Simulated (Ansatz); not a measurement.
# Ag (Fm-3m) in Ansatz: a series of runs, part 2 of 2

Ansatz 0.2.0. Earlier steps stand in the parts before.

## 3. Phonons, PBEsol

The input, input.yaml:

```yaml
crystal:
  lattice:
    - [0.0, 2.04275, 2.04275]
    - [2.04275, 0.0, 2.04275]
    - [2.04275, 2.04275, 0.0]
  atoms:
    - { symbol: Ag, position: [0.0, 0.0, 0.0] }
hamiltonian:
  xc: pbesol
  pseudopotentials: { kind: paw }
kpoints:
  mp_grid: { grid: [8, 8, 8] }
scf:
  occupations: { method: fermi_dirac, width: 0.05 }
phonons:
  method: dfpt
  qmesh: [4, 4, 4]
  temperatures: { t_max: 1000, t_step: 100 }
  qpath:
    path:
      - [[0.0, 0.0, 0.0], [0.5, 0.0, 0.5], [0.5, 0.25, 0.75], [0.375, 0.375, 0.75], [0.0, 0.0, 0.0], [0.5, 0.5, 0.5], [0.625, 0.25, 0.625], [0.5, 0.25, 0.75], [0.5, 0.5, 0.5], [0.375, 0.375, 0.75]]
      - [[0.625, 0.25, 0.625], [0.5, 0.0, 0.5]]
    npoints: 8
```

Potentials or basis: Ansatz PAW.

Command:

```bash
$ ansatz run input.yaml --threads 2 --pin off --max-ram 5632MiB --backend cpu --events-out ev --progress --plain --runs-dir out
```

The program printed:

```text
Warning: RAYON_NUM_THREADS=2 ignored (pool sized by the plan → 2); use --threads N
Engine: ansatz 0.2.0, aarch64-unknown-linux-gnu
Pseudopotentials: kind: paw
Pseudopotential: Ag, paw, valence charge 19, recommended cutoff 420 eV (normal), Ag.paw.azcp
Functional definition: PBEsol
  exchange = pbesol_x
  correlation = pbesol_c
Crystal: 1 atoms, lattice volume = 17.048 Å³
Basis set: ecut = 420 eV, 331 PW (Γ), exchange–correlation on 40×40×40 points (8 copies of the dense FFT grid, shifted against one another)
Bands: 14, of which v1, the nominal top of the filled ones, is band 10 counted from 1 (9 counted from 0)
Symmetry: 48 space group operations
k-points: 29 of 512
Non-local potential: Ag, projectors of the file, l = 0: 3, l = 1: 2, l = 2: 2, l = 3: 1
[... 58 lines left out ...]
  k-point 1: bands = ["-74.6650", "-38.1054", "-38.0847", "-38.0847", "9.7995", "12.3362", "12.5474", "12.5474", "13.4455", "13.4455", "32.5916", "34.1593", "36.7789", "36.7789"]
  k-point 2: bands = ["-74.6589", "-38.1640", "-38.0936", "-38.0936", "10.7433", "12.6251", "12.6314", "12.6314", "13.6048", "13.6048", "28.2639", "33.6126", "36.7151", "36.7151"]
  k-point 28: bands = ["-74.6446", "-38.1916", "-38.1916", "-38.1455", "11.5227", "12.1405", "12.1405", "13.4832", "14.4948", "23.0897", "23.0897", "24.1066", "25.3426", "39.6405"]
--- Phonons (Γ-DFPT): 1 representative perturbation + reference (Σ response iterations 3) ---
  ASR residual: 7.134e-5 → 0.000e0 eV/Å²; symmetrization residual: 5.972e-11 eV/Å²
  ASR residual per site (eV/Å²): 7.13e-5
  Γ frequencies (cm⁻¹): 0.00 0.00 0.00
--- Phonons (arbitrary-q DFPT): 8 irreducible q on the 4×4×4 mesh ---
  q = [0.0000, 0.0000, 0.0000] (star 1, of the zone-centre solve; hermiticity 1.53e-8, symmetrization 8.37e-7): -0.00 -0.00 -0.00
  q = [0.0000, 0.0000, 0.2500] (star 8, 1 solved perturbation on 288 of 512 k-point pairs; hermiticity 7.80e-10, symmetrization 3.91e-10): 50.43 50.43 119.11
  q = [0.0000, 0.0000, -0.5000] (star 4, 1 solved perturbation on 150 of 512 k-point pairs; hermiticity 2.08e-9, symmetrization 1.04e-9): 74.86 74.86 170.14
  q = [0.0000, 0.2500, 0.2500] (star 6, 2 solved perturbations in 264 linear systems a pass and spin channel, the states on 164 of 512 k-point pairs; hermiticity 7.46e-8, symmetrization 4.38e-8): 76.74 76.74 122.39
  q = [0.0000, 0.2500, -0.5000] (star 24, 2 solved perturbations in 800 linear systems a pass and spin channel, the states on 512 of 512 k-point pairs; hermiticity 1.15e-6, symmetrization 1.12e-7): 89.57 105.59 151.04
  q = [0.0000, 0.2500, -0.2500] (star 12, 2 solved perturbations in 452 linear systems a pass and spin channel, the states on 288 of 512 k-point pairs; hermiticity 2.70e-8, symmetrization 3.78e-8): 72.39 109.82 140.02
  q = [0.0000, -0.5000, -0.5000] (star 3, 2 solved perturbations in 154 linear systems a pass and spin channel, the states on 95 of 512 k-point pairs; hermiticity 4.87e-8, symmetrization 1.33e-8): 108.43 108.43 165.26
  q = [0.2500, -0.5000, -0.2500] (star 6, 2 solved perturbations in 251 linear systems a pass and spin channel, the states on 164 of 512 k-point pairs; hermiticity 6.07e-8, symmetrization 3.04e-8): 102.87 135.55 135.55
  sum rule: each row above includes the acoustic sum rule's correction from the zone centre's row sums; it moved no ω² by more than (0.42 cm⁻¹)²
  mesh force constants: q→R imaginary residual 0.00e0; ASR residual 7.134e-5 → 0.000e0 eV/Å²; symmetrization residual 4.441e-15 eV/Å²
  interpolated dispersion: 82 rows × 3 modes
  density of states and harmonic sums: on the 28×28×28 q-mesh, interpolated from the force constants of a 4×4×4 supercell (no non-analytic term)
  largest difference from the sums on the solved wave vectors: F 1.28e-2 eV, S 1.68e-5 and C_V 4.03e-6 eV/K
  zero-point energy: 0.019702 eV/cell   skipped modes (ω ≤ 0): 3   left out of the sums: 4.56e-5 of the cell's modes: C_V's classical limit lies that fraction below 3 k_B per atom; for a crystal, a wire or a layer, F and S can be off by more, and a phonons.interpolated_qmesh denser along its periods is the remedy for the sampling
```

phbands.tsv:

```text
# q_distance	omega_0_inv_cm	omega_1_inv_cm	omega_2_inv_cm	omega_0_thz	omega_1_thz	omega_2_thz
# format = ansatz-phbands/1
# lo_to_splitting: not included (the non-analytic LO-TO correction is not applied to the interpolated dynamical matrix; polar crystals: no LO-TO splitting at GAMMA, and LO and other optical branches, acoustic branches and sound speeds, and with them the density of states and the thermodynamics, can be off between the wave vectors that the force constants were sampled on, most near GAMMA; a larger extent of the force constants narrows that region and is not shown to mend the acoustic slopes)
# jumps = 73
# n_points = 82
0.000000	0.000000	0.000000	0.000000	0.000000	0.000000	0.000000
0.192240	19.827570	19.827570	34.374385	0.594416	0.594416	1.030518
0.384481	40.276206	40.276206	67.582322	1.207450	1.207450	2.026067
0.576721	59.982832	59.982832	97.617858	1.798240	1.798240	2.926510
0.768962	76.740731	76.740731	122.385617	2.300629	2.300629	3.669028
0.961202	89.683213	89.683213	141.086693	2.688635	2.688635	4.229673
[... 65 lines left out ...]
9.210772	93.488424	124.975866	144.579634	2.802712	3.746682	4.334388
9.328495	96.592635	123.860416	147.232496	2.895774	3.713242	4.413919

9.328495	96.592635	123.860416	147.232496	2.895774	3.713242	4.413919
9.396462	99.072195	120.580474	151.003383	2.970110	3.614912	4.526968
9.464429	101.352389	117.537397	154.470923	3.038468	3.523683	4.630922
9.532396	103.388510	114.839512	157.568852	3.099510	3.442802	4.723795
9.600364	105.134308	112.565870	160.227160	3.151847	3.374640	4.803489
9.668331	106.545665	110.767608	162.378081	3.194159	3.320729	4.867972
9.736298	107.584097	109.472827	163.961894	3.225290	3.281913	4.915454
9.804265	108.219768	108.693695	164.931980	3.244347	3.258555	4.944536
9.872233	108.433810	108.433810	165.258725	3.250764	3.250764	4.954332
```

phdos.tsv:

```text
# omega_inv_cm	omega_thz	g_bin_mean(omega)[modes/inv_cm]
# format = ansatz-phdos/2
# interpolated_qmesh = 28 28 28
# force_constants_supercell = 4 4 4
# lo_to_splitting: not included (the non-analytic LO-TO correction is not applied to the interpolated dynamical matrix; polar crystals: no LO-TO splitting at GAMMA, and LO and other optical branches, acoustic branches and sound speeds, and with them the density of states and the thermodynamics, can be off between the wave vectors that the force constants were sampled on, most near GAMMA; a larger extent of the force constants narrows that region and is not shown to mend the acoustic slopes)
# g_bin_mean(omega): the modes in a bin one row spacing wide, centred on omega, divided by that spacing. A flat band (one whose frequency is the same at every q-point) is counted whole in the row whose bin holds it (on the edge of two bins, in the lower row). The modes of the run's own cell are the sum of g_bin_mean times the row spacing in inv_cm (a plain sum, not the trapezoid rule); for a one-atom cell on a GAMMA-only q-mesh every row is zero, so that sum is 0, not 3
0.000000	0.000000	7.893168e-9
0.340288	0.010202	2.052224e-7
0.680575	0.020403	7.735305e-7
1.020863	0.030605	1.720711e-6
1.361151	0.040806	3.046763e-6
1.701439	0.051008	4.751687e-6
[... 493 lines left out ...]
169.803571	5.090583	4.078515e-4
170.143858	5.100785	1.568659e-5
```

It took 25 s on 2 threads of Arm Neoverse V1, shared host; peak memory 0.53 GiB.

Results:

```
Free energy              : -7522.2157 eV
Band gap on the k mesh   : none (metal or under the smearing width)
Highest phonon frequency : 170 cm⁻¹
```

Phonon frequencies in cm⁻¹ (negative: imaginary):
| q point | frequencies |
| --- | --- |
| (0.000, 0.000, 0.000) | 0 0 0 |
| (0.000, 0.000, 0.250) | 50 50 119 |
| (0.000, 0.000, -0.500) | 75 75 170 |
| (0.000, 0.250, 0.250) | 77 77 122 |
| (0.000, 0.250, -0.500) | 90 106 151 |
| (0.000, 0.250, -0.250) | 72 110 140 |
| (0.000, -0.500, -0.500) | 108 108 165 |
| (0.250, -0.500, -0.250) | 103 136 136 |

Caveat: the PAW data sets come from PBE, with cores solved anew for the run's functional, which leaves a small shift of forces and pressure.
